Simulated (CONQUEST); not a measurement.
The system is SnO2 (Cassiterite).

```xyz
6
Lattice="3.1865 0.0000 0.0000 0.0000 4.7380 0.0000 0.0000 0.0000 4.7380" Properties=species:S:1:pos:R:3 pbc="T T T"
Sn    1.5933    2.3690    2.3690
Sn    0.0000    0.0000    0.0000
O     1.5933    0.9140    0.9140
O     0.0000    3.2830    1.4550
O     1.5933    3.8240    3.8240
O     0.0000    1.4550    3.2830
```

Program: CONQUEST 1.3. Alike in all runs: task single point; level PBE; no spin polarisation; cell as given; k mesh 8 × 6 × 6; smearing fermi-dirac 0.05 eV.

Q: Order these runs on this cell by their pressure, lowest first.
A. potentials or basis PseudoDojo NC PBE, SZ, grid cutoff 150 Ha
B. potentials or basis PseudoDojo NC PBE, DZP, grid cutoff 150 Ha
C. potentials or basis PseudoDojo NC PBE, SZP, grid cutoff 150 Ha

A: B (17.8 GPa), C (21.7 GPa), A (29.0 GPa).

Caveats: the basis of atomic orbitals isn't converged, which shifts pressures, moduli and gaps; so large a pressure means that the cell lies far from this level's equilibrium, or that cutoff or potentials fall short (some runs); the atomic basis is small (some runs); a pressure of tens of GPa on the cell as given is suspect, and the run, the potentials or the cell itself is likely at fault (some runs).
